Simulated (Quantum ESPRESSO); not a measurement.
A run of Quantum ESPRESSO 7.5 is set up as follows.

Contents of pw.in:

```
&CONTROL
  calculation = 'scf'
  prefix = 'pwscf'
  outdir = './tmp'
  pseudo_dir = './pseudo'
  tprnfor = .true.
  tstress = .true.
  disk_io = 'low'
/
&SYSTEM
  ibrav = 0
  nat = 2
  ntyp = 2
  ecutwfc = 80
  nbnd = 21
  occupations = 'smearing'
  smearing = 'fd'
  degauss = 0.00367493
/
&ELECTRONS
  conv_thr = 4d-10
  electron_maxstep = 120
  mixing_beta = 0.5
/
ATOMIC_SPECIES
As    74.9216 As.upf
Ga    69.7230 Ga.upf
CELL_PARAMETERS bohr
   0.0000000000    5.3419722954    5.3419722954
   5.3419722954    0.0000000000    5.3419722954
   5.3419722954    5.3419722954    0.0000000000
ATOMIC_POSITIONS bohr
As     8.0129584431    8.0129584431    8.0129584431
Ga     0.0000000000    0.0000000000    0.0000000000
K_POINTS automatic
4 4 4 1 1 1
```

Contents of gamma.in:

```
&CONTROL
  calculation = 'bands'
  prefix = 'pwscf'
  outdir = './tmp'
  pseudo_dir = './pseudo'
  disk_io = 'low'
  verbosity = 'high'
/
&SYSTEM
  ibrav = 0
  nat = 2
  ntyp = 2
  ecutwfc = 80
  nbnd = 21
  occupations = 'smearing'
  smearing = 'fd'
  degauss = 0.00367493
/
&ELECTRONS
  conv_thr = 1d-08
  electron_maxstep = 120
  mixing_beta = 0.5
  diago_full_acc = .true.
  startingwfc = 'random'
/
ATOMIC_SPECIES
As    74.9216 As.upf
Ga    69.7230 Ga.upf
CELL_PARAMETERS bohr
   0.0000000000    5.3419722954    5.3419722954
   5.3419722954    0.0000000000    5.3419722954
   5.3419722954    5.3419722954    0.0000000000
ATOMIC_POSITIONS bohr
As     8.0129584431    8.0129584431    8.0129584431
Ga     0.0000000000    0.0000000000    0.0000000000
K_POINTS crystal
1
0.0 0.0 0.0 1
```

scf2.in

```
&CONTROL
  calculation = 'scf'
  prefix = 'pwscf'
  outdir = './tmp'
  pseudo_dir = './pseudo'
  tprnfor = .true.
  tstress = .true.
  disk_io = 'low'
/
&SYSTEM
  ibrav = 0
  nat = 2
  ntyp = 2
  ecutwfc = 80
  nbnd = 21
  occupations = 'fixed'
/
&ELECTRONS
  conv_thr = 1d-13
  electron_maxstep = 120
  mixing_beta = 0.5
  startingpot = 'file'
/
ATOMIC_SPECIES
As    74.9216 As.upf
Ga    69.7230 Ga.upf
CELL_PARAMETERS bohr
   0.0000000000    5.3419722954    5.3419722954
   5.3419722954    0.0000000000    5.3419722954
   5.3419722954    5.3419722954    0.0000000000
ATOMIC_POSITIONS bohr
As     8.0129584431    8.0129584431    8.0129584431
Ga     0.0000000000    0.0000000000    0.0000000000
K_POINTS automatic
4 4 4 1 1 1
```

Contents of ph.in:

```
dielectric of GaAs
&INPUTPH
  prefix = 'pwscf'
  outdir = './tmp'
  tr2_ph = 1d-18
  fildyn = 'dyn'
  niter_ph = 90
  alpha_mix(1) = 0.7
  epsil = .true.
  trans = .false.
  zeu = .true.
/
0.0000000000 0.0000000000 0.0000000000
```

Potentials or basis: PseudoDojo 0.4.1 SR LDA standard.

Run with:

```sh
$ OMP_NUM_THREADS=1 pw.x -in pw.in > pw.out
$ OMP_NUM_THREADS=1 pw.x -in gamma.in > gamma.out
$ OMP_NUM_THREADS=1 pw.x -in scf2.in > scf2.out
$ OMP_NUM_THREADS=1 ph.x -in ph.in > ph.out
```

Q: Estimate the electronic dielectric tensor (diagonal).

A: 16.78.

Q: Estimate the Born charges (mean of the diagonal).

A: As -2.33; Ga +2.13 e.

Q: Predict the pressure.

A: -2.1 GPa.

Electronic dielectric tensor:
```
16.78  0.00  0.00
 0.00 16.78  0.00
 0.00  0.00 16.78
```

Caveat: the mesh is thin for the dielectric tensor, Born charges and intensities, which usually come out too large; the Born charges break their sum rule by 0.21 e, a sign of too thin a mesh.

**Measured values to compare with.**

A printed reference work, textbook reports, for a bulk crystal of GaAs at 300 K: high-frequency dielectric constant 10.89.

A measured high-frequency dielectric constant of GaAs is 10.89 (300 K; a printed reference work, textbook); the calculated 16.78 misses it by +54.1 %. So large a miss can be the level of theory's own, or it may mean another phase, state or a wrong row.
